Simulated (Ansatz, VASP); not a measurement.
Given: the input of a run of VASP 6.6.1 on KI.

File INCAR:

```
PREC     = Accurate       # precision mode
ENCUT    = 520            # plane-wave cutoff, eV
EDIFF    = 1E-7           # SCF threshold, eV
ISMEAR   = -1             # smearing method
SIGMA    = 0.05           # smearing width, eV
LREAL    = False          # projectors in reciprocal space
LASPH    = True           # aspherical terms in the spheres
NELM     = 80             # most SCF steps
ALGO     = Normal         # electronic algorithm
ISIF     = 2              # what is computed and relaxed
LWAVE    = False          # write WAVECAR
LCHARG   = False          # write CHGCAR
GGA      = PE             # functional
NBANDS   = 15             # bands
```

File KPOINTS:

```
regular mesh
0
Gamma
  7 7 7
```

The input POSCAR:

```
KI
1.0
    0.0000000000      3.5561715428      3.5561715428
    3.5561715428      0.0000000000      3.5561715428
    3.5561715428      3.5561715428      0.0000000000
I K
1 1
Direct
    0.5000000000      0.5000000000      0.5000000000
    0.0000000000      0.0000000000      0.0000000000
```

Potentials or basis: VASP PAW PBE potentials, release 64 (I, K_sv).

Launch:

```console
$ cat potpaw_PBE.64/I/POTCAR potpaw_PBE.64/K_sv/POTCAR > POTCAR
$ mpirun -np 1 vasp_std > vasp.out
```

**Question.** Set up the same calculation for Ansatz 0.2.0. Potentials there: Ansatz PAW.

**Answer.** As run (the cutoff follows the program's own potentials):

input.yaml

```yaml
crystal:
  lattice:
    - [0.0, 3.5561715428, 3.5561715428]
    - [3.5561715428, 0.0, 3.5561715428]
    - [3.5561715428, 3.5561715428, 0.0]
  atoms:
    - { symbol: I, position: [0.5, 0.5, 0.5] }
    - { symbol: K, position: [0.0, 0.0, 0.0] }
hamiltonian:
  xc: pbe
  pseudopotentials: { kind: paw }
kpoints:
  mp_grid: { grid: [7, 7, 7] }
scf:
  occupations: { method: fermi_dirac, width: 0.05 }
output:
  forces: true
  stress: true
  eigenvalues: true
```

Potentials or basis: Ansatz PAW.

Command:

```bash
$ ansatz run input.yaml --threads 1 --pin off --max-ram 3584MiB --backend cpu --events-out ev --progress --plain --runs-dir out
```

Both were run:

|  | VASP | Ansatz | Ansatz less VASP |
| --- | --- | --- | --- |
| gap on the k mesh at the Fermi level (eV) | 3.92 | 3.92 | +0.004 |
| least direct gap on the mesh (eV) | 3.92 | 3.92 | +0.004 |
| pressure (GPa) | 0.4 | 0.3 | -0.02 |

With one functional, cell and mesh, what is left measures potentials, basis and numerics. The two sets of potentials don't hold the same shells in valence.

Caveats: spin-orbit coupling is left out, which moves the levels of the heavy elements; an odd mesh through Γ misses points on the zone boundary, where band edges often lie (VASP); odd divisions of the mesh miss points on the zone boundary, where band edges often lie, so the gap on the mesh can be too wide (Ansatz).
